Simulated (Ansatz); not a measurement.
# WSe2: response to strain

Aim: deform WSe2 (zz strain of -2 %) and compute stress, forces and field gradients with LAPW, PAW and all-electron datasets made for the crystal.

Program: Ansatz 0.2.0. Level of theory: DFT PBEsol, scalar-relativistic. These are calculated values, not measurements.

## (1) The starting structure

It takes space group P6_3/mmc (No. 194, hexagonal). The conventional cell has a = 3.290 Å, b = 3.290 Å, c = 12.970 Å, α = 90.00°, β = 90.00°, γ = 120.00°. W (site symmetry -6m2) has 6 Se at 2.53 Å as nearest neighbours. Around Se (site symmetry 3m) lie 3 W at 2.53 Å.

Coordinates:

```xyz
6
Lattice="3.2900 0.0000 0.0000 -1.6450 2.8492 0.0000 0.0000 0.0000 12.9700" Properties=species:S:1:pos:R:3 pbc="T T T"
W     0.0000    1.8995    3.2425
W     1.6450    0.9497    9.7275
Se    0.0000    1.8995    8.0544
Se    1.6450    0.9497    1.5694
Se    0.0000    1.8995   11.4006
Se    1.6450    0.9497    4.9156
```

Atoms are numbered in the order of the input: W1, W2, Se3, Se4, Se5, Se6.

## (2) The deformed structure

Space group P6_3/mmc before, P6_3/mmc after.

## (3) LAPW, all electrons

Contents of input.yaml:

```yaml
crystal:
  lattice:
    - [3.2899984505, 0.0, 0.0]
    - [-1.6449992252, 2.8492222365, 0.0]
    - [0.0, 0.0, 12.7106]
  atoms:
    - { symbol: W, position: [0.3333333333, 0.6666666667, 0.25] }
    - { symbol: W, position: [0.6666666667, 0.3333333333, 0.75] }
    - { symbol: Se, position: [0.3333333333, 0.6666666667, 0.621] }
    - { symbol: Se, position: [0.6666666667, 0.3333333333, 0.121] }
    - { symbol: Se, position: [0.3333333333, 0.6666666667, 0.879] }
    - { symbol: Se, position: [0.6666666667, 0.3333333333, 0.379] }
kpoints:
  mp_grid: { grid: [11, 11, 3] }
  band_path:
    path:
      - [0.0, 0.0, 0.0]
      - [0.5, 0.0, 0.0]
      - [0.3333333333, 0.3333333333, 0.0]
      - [0.0, 0.0, 0.0]
      - [0.0, 0.0, 0.5]
      - [0.5, 0.0, 0.5]
      - [0.3333333333, 0.3333333333, 0.5]
      - [0.0, 0.0, 0.5]
      - [0.5, 0.0, 0.5]
    npoints: 5
scf:
  occupations: { method: fermi_dirac, width: 0.08 }
hamiltonian:
  xc: pbesol
  pseudopotentials: { kind: all_electron, lapw: { basis_error: 0.0005 } }
output:
  forces: true
  stress: true
  eigenvalues: true
```

Launch:

```sh
$ ansatz run input.yaml --threads 2 --pin off --max-ram 8192MiB --backend cpu --events-out ev --progress --plain --runs-dir out
```

## (4) PAW on the default files

Changes to input.yaml since step 3:

```diff
@@ -14,14 +14,2 @@
   mp_grid: { grid: [11, 11, 3] }
-  band_path:
-    path:
-      - [0.0, 0.0, 0.0]
-      - [0.5, 0.0, 0.0]
-      - [0.3333333333, 0.3333333333, 0.0]
-      - [0.0, 0.0, 0.0]
-      - [0.0, 0.0, 0.5]
-      - [0.5, 0.0, 0.5]
-      - [0.3333333333, 0.3333333333, 0.5]
-      - [0.0, 0.0, 0.5]
-      - [0.5, 0.0, 0.5]
-    npoints: 5
 scf:
@@ -30,3 +18,3 @@
   xc: pbesol
-  pseudopotentials: { kind: all_electron, lapw: { basis_error: 0.0005 } }
+  pseudopotentials: { kind: paw }
 output:
@@ -35 +23,2 @@
   eigenvalues: true
+  efg: { contact_densities: true }
```

## (5) All-electron PAW on datasets made for the crystal

Changes to input.yaml since step 4:

```diff
@@ -18,3 +18,3 @@
   xc: pbesol
-  pseudopotentials: { kind: paw }
+  pseudopotentials: { kind: all_electron, datasets: crystal }
 output:
```

(Steps that only read results are left out.)

Q: Predict the outcome of this session. Wanted: pressure; largest shear or deviatoric stress.

As calculated:

| quantity | value |
| --- | --- |
| pressure | LAPW 2.08, PAW 2.04, crystal datasets 2.08 GPa |
| largest shear or deviatoric stress (LAPW) | 3.17 GPa |

The largest part of the stress beyond the pressure is 3.17 GPa in size, in the zz component; the atoms are carried along and not relaxed. No run of the undeformed cell stands beside it, so the pressure holds what the given cell had before the change. PAW: stress within 0.04 GPa of LAPW, forces within 3 meV/Å. Crystal datasets: stress within 0.01 GPa of LAPW, forces within 1 meV/Å. Spin-orbit coupling is left out, though the cell holds W; in elements this heavy it can shift bands and gaps by tenths of an eV.
